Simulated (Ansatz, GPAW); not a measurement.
# Geometry or basis: what sets the conductance of hydroquinonedithiol between two Pt chains

Wanted: T(E) of hydroquinonedithiol between two Pt chains at a relaxed geometry in two programs, beside the unrelaxed structure.

Calculated with GPAW 26.7.0 and Ansatz 0.2.0; Ansatz plane waves; relaxation of the junction with the lead ends held, in the first sound run; inputs show where later runs differ.

This is a report of a sequence of runs, with most program output left out.

**1. The structure**

The cell holds 30 atoms: 16 Pt, 2 S, 4 H, 6 C and 2 O. Its edges and angles: a = 12.537 Å, b = 9.000 Å, c = 45.067 Å, α = 90.0°, β = 90.0°, γ = 90.0°. Regions: left lead, 8 atoms (8 Pt); channel, 14 atoms (2 S, 4 H, 6 C and 2 O); right lead, 8 atoms (8 Pt). Vacuum lies along a and b. The structure is stacked along c, and the current runs across the ab planes.

**2. Relaxation**

Transmission follows bond lengths closely, so the atoms between the held lead ends are relaxed first, from a slightly shaken start that lets symmetry break.

The input, input.yaml:

```yaml
crystal:
  lattice:
    - [12.5374058408, 0.0, 0.0]
    - [0.0, 9.0, 0.0]
    - [0.0, 0.0, 45.0669201095]
  atoms:
    - { symbol: Pt, position: [0.5, 0.5, 0.0266270692] }
    - { symbol: Pt, position: [0.5, 0.5, 0.0798812076] }
    - { symbol: Pt, position: [0.5, 0.5, 0.133135346] }
    - { symbol: Pt, position: [0.5, 0.5, 0.1863894843] }
    - { symbol: Pt, position: [0.5, 0.5, 0.2396436227] }
    - { symbol: Pt, position: [0.5, 0.5, 0.2928977611] }
    - { symbol: Pt, position: [0.5037678635, 0.5024776113, 0.3455062671] }
    - { symbol: Pt, position: [0.4994927074, 0.4990442336, 0.4009786452] }
[... 18 atom lines left out ...]
    - { symbol: Pt, position: [0.5, 0.5, 0.8136105157] }
    - { symbol: Pt, position: [0.5, 0.5, 0.866864654] }
    - { symbol: Pt, position: [0.5, 0.5, 0.9201187924] }
    - { symbol: Pt, position: [0.5, 0.5, 0.9733729308] }
kpoints:
  mp_grid: { grid: [1, 1, 2] }
hamiltonian:
  xc: pbe
scf:
  occupations: { method: fermi_dirac, width: 0.1 }
relax:
  f_tol: 0.03
  max_steps: 80
  constraints: [{ sites: [0, 1, 2, 3, 4, 5, 24, 25, 26, 27, 28, 29] }]
```

Command:

```bash
$ ansatz run input.yaml --threads 4 --pin off --max-ram 8192MiB --backend cpu --events-out ev --progress --plain --runs-dir out
```

Wall time 19 min (4 threads of Arm Neoverse N1, shared host); peak memory 6 GiB.

Step by step:

```csv
step,energy less that of the first step (eV),largest force component (eV/Å)
1,0.0000,4.9315
2,-0.8776,2.4488
3,-1.2479,0.6746
4,-1.4606,0.3535
5,-1.6380,0.2010
6,-1.7910,0.1980
7,-1.8878,0.0717
8,-1.8997,0.2439
9,-1.9081,0.0461
10,-1.9106,0.0081
11,-1.9133,0.0383
12,-1.9165,0.0568
13,-1.9180,0.0659
14,-1.9188,0.0681
15,-1.9196,0.0397
16,-1.9199,0.0150
```

The atoms that moved most (Å):

```csv
atom,dx,dy,dz,length
Pt7,-1.108,0.127,-0.225,1.137
Pt24,1.048,0.190,0.236,1.091
O17,-0.013,-0.669,0.359,0.759
H18,-0.107,-0.658,0.358,0.756
H13,0.124,-0.640,-0.370,0.749
H21,-0.267,-0.658,-0.194,0.736
S9,0.247,-0.687,-0.083,0.735
H10,0.231,-0.674,0.167,0.732
```

Numbers from this step:

* free energy: -204834.5255 eV
* smearing term TS: 1.050 eV
* symmetry operations: 1

The relaxation lowered the energy of the cell by 1.92 eV.

**3. Plane-wave reference (PBE)**

A plane-wave run comes first: its basis does not favour the atoms, so it serves as the reference for the orbital bases.

This step: Ansatz plane waves; Landauer transmission by layers, zero bias (Ansatz 0.2.0).

The input, input.yaml:

```yaml
crystal:
  lattice:
    - [12.5374058408, 0.0, 0.0]
    - [0.0, 9.0, 0.0]
    - [0.0, 0.0, 45.0669201095]
  atoms:
    - { symbol: Pt, position: [0.5, 0.5, 0.0266270692] }
    - { symbol: Pt, position: [0.5, 0.5, 0.0798812076] }
    - { symbol: Pt, position: [0.5, 0.5, 0.133135346] }
    - { symbol: Pt, position: [0.5, 0.5, 0.1863894843] }
    - { symbol: Pt, position: [0.5, 0.5, 0.2396436227] }
    - { symbol: Pt, position: [0.5, 0.5, 0.2928977611] }
    - { symbol: Pt, position: [0.415418946, 0.5165908035, 0.3405029492] }
    - { symbol: Pt, position: [0.478531783, 0.5056498813, 0.391519883] }
[... 18 atom lines left out ...]
    - { symbol: Pt, position: [0.5, 0.5, 0.8136105157] }
    - { symbol: Pt, position: [0.5, 0.5, 0.866864654] }
    - { symbol: Pt, position: [0.5, 0.5, 0.9201187924] }
    - { symbol: Pt, position: [0.5, 0.5, 0.9733729308] }
kpoints:
  mp_grid: { grid: [1, 1, 2] }
hamiltonian:
  xc: pbe
scf:
  occupations: { method: fermi_dirac, width: 0.1 }
output:
  transmission:
    leads: [[0, 1]]
    e_range: [-2, 2]
    de: 0.025
    kmesh: [1, 1]
    reduced_basis: true
  write_potential: true
  write_density: true
  volumetric_format: npy
```

It took 3.4 h on 4 threads; peak memory 6.8 GiB.

Numbers from this step:

* free energy: -204834.5252 eV
* lead level: 0 eV from the Fermi level
* transmission at the Fermi level (one spin): 0.3348
* open channels of the lead at the Fermi level (one spin): 4
* step of the potential along the lead: 5.1 meV
* offset of the lead: 0 Å
* filling of the lead less its bulk value, in size: 6.6 meV
* conductance: 0.3605 G₀

One spin. The transmission, zone mean by energy, zero at the Fermi level:

```csv
energy (eV),"transmission, zone mean"
-2.000,0.910
-1.900,0.898
-1.800,0.879
-1.700,0.838
-1.600,0.731
-1.500,0.579
-1.400,0.418
-1.300,0.136
-1.200,0.0631
-1.100,0.113
-1.050,0.146
-1.000,0.142
-0.900,0.138
-0.800,0.0160
-0.700,1.00
-0.600,1.01
-0.500,0.809
-0.400,0.819
-0.325,1.01
-0.300,0.993
-0.200,1.00
-0.100,0.715
0.000,0.335
0.100,0.192
0.200,0.153
0.300,0.179
0.400,0.411
0.475,0.982
0.500,0.649
0.600,0.0591
0.700,0.0127
0.800,0.00341
0.900,0.00146
1.000,9.8e-4
1.100,7.4e-4
1.200,5.8e-4
1.300,4.8e-4
1.400,4.1e-4
1.500,3.6e-4
1.600,3.1e-4
1.700,2.7e-4
1.800,2.4e-4
1.900,2.0e-4
2.000,1.6e-4
```

One spin. Open channels, zone mean against energy, zero at the Fermi level:

energy (eV), open channels, zone mean and a bar from the least value:
```
   -2.000       3.00 ############
   -1.900       3.00 ############
   -1.800       3.00 ############
   -1.700       3.00 ############
   -1.600       3.00 ############
   -1.500       4.00 ##################
   -1.400       6.00 ##############################
   -1.300       6.00 ##############################
   -1.200       6.00 ##############################
   -1.100       6.00 ##############################
   -1.000       6.00 ##############################
   -0.900       6.00 ##############################
   -0.800       6.00 ##############################
   -0.700       6.00 ##############################
   -0.600       6.00 ##############################
   -0.500       6.00 ##############################
   -0.400       4.00 ##################
   -0.300       4.00 ##################
   -0.200       4.00 ##################
   -0.100       4.00 ##################
    0.000       4.00 ##################
    0.100       4.00 ##################
    0.200       4.00 ##################
    0.300       4.00 ##################
    0.400       3.00 ############
    0.500       3.00 ############
    0.600       3.00 ############
    0.700       3.00 ############
    0.800       1.00 
    0.900       1.00 
    1.000       1.00 
    1.100       1.00 
    1.200       1.00 
    1.300       1.00 
    1.400       1.00 
    1.500       1.00 
    1.600       1.00 
    1.700       1.00 
    1.800       1.00 
    1.900       1.00 
    2.000       1.00
```

Crystal 0, spin -, k parallel (0, 0); distinct values, listed up to 1.5 1/Å. Table of Im kz of the slowest decaying states by energy, zero at the Fermi level:

```csv
energy (eV),decay 1 (Å⁻¹),decay 2 (Å⁻¹),decay 3 (Å⁻¹),decay 4 (Å⁻¹)
-2.000,0.387,0.613,0.613,1.37
-1.800,0.275,0.502,0.502,1.35
-1.600,0.0183,0.344,0.344,1.33
-1.400,1.31,1.34,1.38,1.46
-1.200,1.29,1.32,1.36,1.44
-1.000,1.27,1.30,1.34,1.42
-0.800,1.25,1.28,1.32,1.40
-0.600,1.23,1.26,1.30,1.39
-0.400,0.107,0.107,1.21,1.24
-0.200,0.352,0.352,1.19,1.22
0.000,0.471,1.17,1.20,1.24
0.200,0.555,0.555,1.15,1.18
0.400,0.137,0.621,1.13,1.16
0.600,0.239,0.674,1.10,1.14
0.800,0.0106,0.0228,0.306,0.719
1.000,0.114,0.115,0.358,0.758
1.200,0.155,0.156,0.401,0.791
1.400,0.182,0.183,0.437,0.821
1.600,0.201,0.202,0.468,0.847
1.800,0.215,0.216,0.495,0.871
2.000,0.223,0.224,0.518,0.892
```

Crystal 0, spin -, k parallel (0, 0). Table of Re kz of states that move upwards by energy, zero at the Fermi level:

```csv
energy (eV),channel 1 (Å⁻¹),channel 2 (Å⁻¹),channel 3 (Å⁻¹),channel 4 (Å⁻¹),channel 5 (Å⁻¹),channel 6 (Å⁻¹)
-2.000,-0.641,-0.640,0.727,-,-,-
-1.800,-0.601,-0.600,0.747,-,-,-
-1.600,-0.563,-0.562,0.768,-,-,-
-1.400,-0.525,-0.524,0.166,0.166,0.277,0.790
-1.200,-0.488,-0.487,0.393,0.437,0.437,0.813
-1.000,-0.451,-0.450,0.482,0.616,0.616,0.839
-0.800,-0.415,-0.414,0.557,0.781,0.781,0.868
-0.600,-0.378,-0.377,0.622,0.902,0.962,0.962
-0.400,-0.341,-0.340,0.678,0.943,-,-
-0.200,-0.303,-0.302,0.725,0.995,-,-
0.000,-0.264,-0.263,0.765,1.06,-,-
0.200,-0.222,-0.221,0.798,1.17,-,-
0.400,-0.176,-0.175,0.826,-,-,-
0.600,-0.120,-0.119,0.851,-,-,-
0.800,0.874,-,-,-,-,-
1.000,0.894,-,-,-,-,-
1.200,0.914,-,-,-,-,-
1.400,0.932,-,-,-,-,-
1.600,0.950,-,-,-,-,-
1.800,0.968,-,-,-,-,-
2.000,0.985,-,-,-,-,-
```

The electrostatic potential energy of an electron (with the applied field's), less the Fermi level, planar mean oscillates, so the rows of the table below give means over windows of 2.25 Å about each position, cut where the curve ends. Its first 14 maxima inside the range that stand out by 2 % of the span (Å: eV): 2.4: 5.83, 4.8: 5.82, 7.2: 5.80, 9.6: 5.76, 12.0: 5.71, 14.2: 5.43, 16.5: 5.41, 18.7: 5.07, 20.4: 4.57, 21.8: 3.72, 23.2: 3.72, 24.6: 4.57, 26.3: 5.08, 28.6: 5.41. Its first 14 minima: 1.3: 4.42, 3.7: 4.41, 6.1: 4.40, 8.5: 4.36, 10.8: 4.33, 13.2: 4.24, 15.4: 4.14, 17.6: 3.99, 19.7: 4.34, 21.3: 3.42, 22.5: 3.21, 23.8: 3.43, 25.4: 4.34, 27.5: 3.99.

Electrostatic potential energy of an electron (with the applied field's), less the Fermi level, planar mean against z; means over each step:

```csv
z (Å),"electrostatic potential energy of an electron (with the applied field's), less the Fermi level, planar mean (eV)"
1.12,5.09
3.38,5.09
5.62,5.10
7.88,5.08
10.12,5.07
12.38,5.03
14.62,4.76
16.88,4.72
19.12,4.62
21.38,3.79
23.62,3.76
25.88,4.63
28.12,4.72
30.38,4.77
32.62,5.02
34.88,5.06
37.12,5.08
39.38,5.09
41.62,5.09
43.88,5.07
```

The valence density, planar mean oscillates, so the rows of the table below give means over windows of 2.39 Å about each position, cut where the curve ends. Its first 14 maxima inside the range that stand out by 2 % of the span (Å: e/Å³): 1.3: 0.141, 3.7: 0.141, 6.1: 0.142, 8.5: 0.142, 10.8: 0.142, 13.2: 0.143, 15.4: 0.142, 17.6: 0.142, 22.3: 0.122, 22.8: 0.122, 27.5: 0.142, 29.7: 0.142, 31.8: 0.143, 34.2: 0.142. Its first 14 minima: 2.4: 0.0162, 4.8: 0.0161, 7.2: 0.0162, 9.6: 0.0162, 12.0: 0.0163, 14.2: 0.0219, 16.5: 0.0175, 18.7: 0.0232, 22.5: 0.118, 26.3: 0.0232, 28.6: 0.0175, 30.8: 0.0219, 33.1: 0.0163, 35.5: 0.0162.

Table of valence density, planar mean by z; means over each step:

```csv
z (Å),"valence density, planar mean (e/Å³)"
1.20,0.0667
3.58,0.0667
5.97,0.0667
8.36,0.0667
10.75,0.0667
13.14,0.0677
15.53,0.0681
17.92,0.0695
20.31,0.0452
22.70,0.104
25.09,0.0381
27.48,0.0684
29.87,0.0690
32.26,0.0671
34.65,0.0667
37.04,0.0666
39.43,0.0667
41.82,0.0666
44.21,0.0788
```

The largest of the program's own error estimates on the conductance is 7 %. T at the Fermi level is 0.335 of 4 open channels a spin, without spin-orbit coupling, which is large for these atoms.

(Part 1 of 3 ends here.)

[Logs are printed without paths, hosts, clocks, repeated set-up lines and the standing remarks that a program may print on its own settings, such as how far it seeks lower states.]

[Hosts, paths, dates, database ids (printed as entryN), source tags and the programs' standing remarks are cut or masked in the printed files.]
